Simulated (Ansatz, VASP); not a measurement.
Zr: VASP beside Ansatz

```xyz
2
Lattice="3.2320 0.0000 0.0000 -1.6160 2.7990 0.0000 0.0000 0.0000 5.1470" Properties=species:S:1:pos:R:3 pbc="T T T"
Zr    0.0000    1.8660    1.2868
Zr    1.6160    0.9330    3.8603
```

Alike in both runs: task relaxation of cell and atoms; functional LDA; k mesh 9 × 9 × 5; occupations methfessel-paxton of order 1, width 0.1 eV; no spin polarisation.

```csv
,VASP,Ansatz
version,VASP 6.6.1,Ansatz 0.2.0
potentials or method,"VASP PAW LDA potentials, release 64 (Zr_sv)","plane waves, PAW"
plane-wave cutoff (eV),600,420
valence electrons in the cell,24,24
```

```tsv
	VASP	Ansatz	Ansatz less VASP
relaxed volume (Å³/atom)	21.81	21.80	-0.013
relaxed cell length with the largest relative difference (Å)	5.091	5.088	-0.0023
energy change over the relaxation (meV/atom)	-29	-30	-0.9
```

LDA usually gives volumes a few per cent too small. Zero-point motion and thermal expansion aren't in these numbers.
